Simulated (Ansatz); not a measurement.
**Relativity in BN**

```
B N
1.0
     0.00000    1.80750    1.80750
     1.80750    0.00000    1.80750
     1.80750    1.80750    0.00000
B N
1 1
Direct
  0.00000 0.00000 0.00000
  0.75000 0.75000 0.75000
```

Atoms are numbered in the order listed.

The conventional cell has a = 3.615 Å, b = 3.615 Å, c = 3.615 Å, α = 90.00°, β = 90.00°, γ = 90.00°. Around B (atom 1) lie 4 N at 1.57 Å. N (atom 2) has 4 B at 1.57 Å as nearest neighbours.

The cell is COD entry 9008834, as deposited and not checked against the literature; nothing was relaxed.

One fixed cell is solved with PBE by LAPW (all electrons) in Ansatz 0.2.0 under different relativistic treatments. Pressure is positive in compression.

Sampling and basis: a Γ-centred 11×11×11 k mesh, Fermi–Dirac smearing of 0.02 eV, basis error target 0.5 meV/atom, no spin polarisation.

Q: Order the settings by the pressure that they give at this fixed cell, lowest first.
A. scalar-relativistic
B. non-relativistic

A: A (3.02 GPa), B (3.16 GPa).

```json
{"setting": "scalar-relativistic", "P (GPa)": "3.02", "gap over the k mesh and a high-symmetry path (eV)": "4.47", "lowest level at Γ above −25 eV, from the valence-band top or, without a gap, the Fermi level (eV)": "-20.23"}
{"setting": "non-relativistic", "P (GPa)": "3.16", "gap over the k mesh and a high-symmetry path (eV)": "4.48", "lowest level at Γ above −25 eV, from the valence-band top or, without a gap, the Fermi level (eV)": "-20.21"}
```
